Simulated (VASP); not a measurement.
Level of theory: PBE GGA with spin-orbit coupling, VASP's PBE PAW potentials (set 64) (plane waves; VASP).

A VASP calculation is set up with these files.

**INCAR**
```
ALGO = Normal
EDIFF = 1E-6
ENCUT = 520
GGA = PE
GGA_COMPAT = .FALSE.
ISMEAR = 0
LASPH = .TRUE.
LCHARG = .FALSE.
LMAXMIX = 4
LREAL = .FALSE.
LSORBIT = .TRUE.
LWAVE = .FALSE.
MAGMOM = 18*0
NELM = 100
PREC = Accurate
SIGMA = 0.05
SYSTEM = GeO2
```

### KPOINTS_OPT
```
k-points along high-symmetry lines
5
Line-mode
Reciprocal
  0.000000   0.000000   0.000000 ! GAMMA
  0.000000   0.500000   0.000000 ! X

  0.000000   0.500000   0.000000 ! X
  0.500000   0.500000   0.000000 ! M

  0.500000   0.500000   0.000000 ! M
  0.000000   0.000000   0.000000 ! GAMMA

  0.000000   0.000000   0.000000 ! GAMMA
  0.000000   0.000000   0.500000 ! Z

  0.000000   0.000000   0.500000 ! Z
  0.000000   0.500000   0.500000 ! R

  0.000000   0.500000   0.500000 ! R
  0.500000   0.500000   0.500000 ! A

  0.500000   0.500000   0.500000 ! A
  0.000000   0.000000   0.500000 ! Z

  0.000000   0.500000   0.000000 ! X
  0.000000   0.500000   0.500000 ! R

  0.500000   0.500000   0.000000 ! M
  0.500000   0.500000   0.500000 ! A
```

File POSCAR:
```
GeO2
1
    4.4860945074    -0.0000000000     0.0000000000
   -0.0000000000     4.4860945074     0.0000000000
    0.0000000000     0.0000000000     2.9094327328
Ge O
2 4
Direct
  0.0000000000   1.0000000000   0.0000000000
  0.5000000000   0.5000000000   0.5000000000
  0.3069117064   0.3069117064   1.0000000000
  0.8069117064   0.1930882936   0.5000000000
  0.1930882936   0.8069117064   0.5000000000
  0.6930882936   0.6930882936   0.0000000000
```

KPOINTS:
```
Automatic mesh
0
Gamma
5 5 7
0 0 0
```

POTCAR, in this order: Ge_d O (PBE.64 set). Program: vasp_ncl.

Output of the run:

**OSZICAR**
```
       N       E                     dE             d eps       ncg     rms          rms(c)
DAV:   1     0.861483595051E+03    0.86148E+03   -0.23086E+04  4232   0.451E+03
DAV:   2     0.160308544031E+03   -0.70118E+03   -0.66355E+03  3064   0.124E+03
DAV:   3    -0.255545100574E+02   -0.18586E+03   -0.18051E+03  3240   0.320E+02
DAV:   4    -0.431953901072E+02   -0.17641E+02   -0.17430E+02  3612   0.116E+02
DAV:   5    -0.437404399280E+02   -0.54505E+00   -0.54275E+00  3468   0.203E+01    0.143E+01
DAV:   6    -0.384430459258E+02    0.52974E+01   -0.18354E+01  4750   0.858E+01    0.466E+00
DAV:   7    -0.385155174193E+02   -0.72471E-01   -0.17461E+00  3272   0.834E+00    0.272E+00
DAV:   8    -0.384954523298E+02    0.20065E-01   -0.18637E-01  4288   0.642E+00    0.600E-01
DAV:   9    -0.384899949782E+02    0.54574E-02   -0.39069E-02  4272   0.325E+00    0.189E-01
DAV:  10    -0.384904175893E+02   -0.42261E-03   -0.35910E-03  3560   0.550E-01    0.131E-01
DAV:  11    -0.384905003519E+02   -0.82763E-04   -0.38399E-04  3492   0.197E-01    0.382E-02
DAV:  12    -0.384905196844E+02   -0.19332E-04   -0.41526E-05  4230   0.113E-01    0.107E-02
DAV:  13    -0.384905203339E+02   -0.64949E-06   -0.53972E-06  3806   0.570E-02
   1 F= -.38490520E+02 E0= -.38490520E+02  d E =-.185242E-13  mag=     0.0000     0.0000    -0.0000
       N       E                     dE             ncg
       N       E                     dE             ncg
```

OUTCAR:
```
------------------------ aborting loop because EDIFF is reached ----------------------------------------
  FORCE on cell =-STRESS in cart. coord.  units (eV):
  Direction    XX          YY          ZZ          XY          YZ          ZX
  --------------------------------------------------------------------------------------
  Total       -0.0880211     -0.0880211     -0.1332832      0.0000000      0.0000000      0.0000000
  in kB       -2.4085296     -2.4085296     -3.6470437      0.0000000      0.0000000      0.0000000
  external PRESSURE =      -2.8213676 kB  Pullay stress =       0.0000000 kB
  volume of cell :       58.55
      direct lattice vectors                 reciprocal lattice vectors
     4.486094507  0.000000000  0.000000000     0.222911042  0.000000000  0.000000000
     0.000000000  4.486094507  0.000000000     0.000000000  0.222911042  0.000000000
     0.000000000  0.000000000  2.909432733     0.000000000  0.000000000  0.343709613
 POSITION                                       TOTAL-FORCE (eV/Angst)
 -----------------------------------------------------------------------------------
      0.00000      0.00000      0.00000        -0.000000      0.000000      0.000000
      2.24305      2.24305      1.45472        -0.000000      0.000000      0.000000
      1.37683      1.37683      0.00000         0.013861      0.013861     -0.000000
      3.61988      0.86621      1.45472         0.013861     -0.013861     -0.000000
      0.86621      3.61988      1.45472        -0.013861      0.013861      0.000000
      3.10926      3.10926      0.00000        -0.013861     -0.013861      0.000000
 -----------------------------------------------------------------------------------
    total drift:                                0.000000      0.000000      0.000000
  FREE ENERGIE OF THE ION-ELECTRON SYSTEM (eV)
  ---------------------------------------------------
  free  energy   TOTEN  =       -38.4905203339 eV

  energy  without entropy=      -38.4905203339  energy(sigma->0) =      -38.49052033

 Ion:    1  E_soc:     -0.0124337

 Ion:    2  E_soc:     -0.0124337

 Ion:    3  E_soc:     -0.0002381

 Ion:    4  E_soc:     -0.0002381

 Ion:    5  E_soc:     -0.0002381

 Ion:    6  E_soc:     -0.0002381
```
(Selected blocks of OUTCAR.)

The compound is GeO2 in the rutile structure. It was relaxed first, which changed the volume by +6 %.
